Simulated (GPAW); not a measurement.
Write an ASE script for GPAW 26.7.0 that does the following.

```
Task                : relaxation of cell and atoms
Functional          : PBE
Dispersion          : D3
Potentials or basis : GPAW PAW data sets (gpaw-data 1.2.1)
Cutoff              : 600 eV
Basis               : pw
k mesh              : 7 × 7 × 8
Occupations         : fermi-dirac, width 0.05 eV
Spin                : no spin polarisation
Maxiter             : 150
Optimizer           : FIRE
Fmax                : 0.01 eV/Å
Max steps           : 100
```

The structure of As lies in As.cif:

```cif
data_As
_cell_length_a 2.99870885
_cell_length_b 2.59820373
_cell_length_c 2.58234934
_cell_angle_alpha 78.72956402
_cell_angle_beta 76.83660820
_cell_angle_gamma 93.49442816
_space_group_name_H-M_alt 'P1'
_space_group_name_Hall 'P 1'
_space_group_IT_number 1
loop_
_space_group_symop_operation_xyz
'x,y,z'
loop_
_atom_site_label
_atom_site_type_symbol
_atom_site_symmetry_multiplicity
_atom_site_Wyckoff_symbol
_atom_site_fract_x
_atom_site_fract_y
_atom_site_fract_z
_atom_site_occupancy
As1 As 1 a 0.5000000000 0.5000000000 0.5000000000 1
```

The cell isn't the ideal one: cell sheared at random, sigma 0.1, atoms nudged by 0.01 Å.

These files were run (other wordings do the same):

run.py

```python
from ase.calculators.mixing import SumCalculator
from ase.filters import FrechetCellFilter
from ase.io import read, write
from ase.optimize import FIRE
from dftd3.ase import DFTD3
from gpaw import GPAW, PW

atoms = read('As.cif')

calc = GPAW(mode=PW(600),
            xc='PBE',
            kpts={'size': (7, 7, 8), 'gamma': True},
            occupations={'name': 'fermi-dirac', 'width': 0.05},
            nbands=9,
            convergence={'density': 1e-05, 'energy': 1e-05},
            maxiter=150,
            txt='gpaw.txt')
atoms.calc = SumCalculator([calc, DFTD3(method='pbe', damping='d3zero')])
opt = FIRE(FrechetCellFilter(atoms), trajectory='relax.traj', logfile='-')
done = opt.run(fmax=0.01, steps=100)
calc.write('gs.gpw')
write('result.traj', atoms)
print('Converged:', done)
print('Cell:', atoms.cell.cellpar().round(4))
print('Volume:', round(atoms.get_volume(), 4))
print(atoms.get_scaled_positions().round(5))
```

Potentials or basis: GPAW PAW data sets (gpaw-data 1.2.1), pw.

Command:

```console
$ OMP_NUM_THREADS=1 python run.py
```

It gave:

* Relaxed volume: 20.01 Å³/atom
* Relaxed cell: a = 2.716 Å, b = 2.716 Å, c = 2.713 Å, α = 89.91°, β = 90.19°, γ = 89.96°
* Space group after relaxing (to 0.05 Å): Pm-3m (No. 221)
* Energy gained by relaxing: 309.2 meV/atom
* Ionic steps: 42
* Pressure after relaxing: 0.0 GPa
* Band gap on the k mesh: none (metal or under the smearing width)
* Dispersion energy per atom: -0.250 eV

Caveat: later steps reuse the first step's grids; pairwise dispersion overbinds metals, which lowers pressure and volume.

Run time: 4.4 min on 1 thread of Intel(R) Xeon(R) 6975P-C (Granite Rapids), with other jobs on the host, peak memory 0.39 GiB.
